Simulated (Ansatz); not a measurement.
Crystal: TaN.

```
Ta N
1.0
     2.93800    0.00000    0.00000
    -1.46900    2.54438    0.00000
     0.00000    0.00000    2.88300
Ta N
1 1
Direct
  0.00000 0.00000 0.50000
  0.66667 0.33333 0.00000
```

Base run:

```yaml
Program: Ansatz 0.2.0
Functional: PBEsol
Potentials_or_basis: all-electron LAPW, scalar-relativistic
Cutoff: 350 eV
Density_cutoff: 1399 eV
Basis_error_allowed: 0.001 eV/atom
k_mesh: 10 × 10 × 9
Occupations: fermi-dirac, width 0.05 eV
Spin: no spin polarisation
Hubbard_terms: Ta d U = 4 eV
```

Its results: band gap on the k mesh none (metal or under the smearing width); pressure -1.1 GPa.

Q: After a change of settings the same cell gave: band gap on the k mesh none (metal or under the smearing width); pressure 1.3 GPa. Which change was it?
A. hubbard terms from Ta d U = 4 eV to none
B. hubbard terms from Ta d U = 4 eV to Ta d U = 6 eV
C. potentials or basis from all-electron LAPW, scalar-relativistic to all-electron PAW datasets made for the crystal; hubbard terms from Ta d U = 4 eV to none
D. hubbard terms from Ta d U = 4 eV to Ta d U = 8 eV

A: B.

Caveats: U is the effective U less J, on atomic orbitals that reach past the spheres; U without spin polarisation on a metal has little footing.

Not every run made on this cell is shown here.
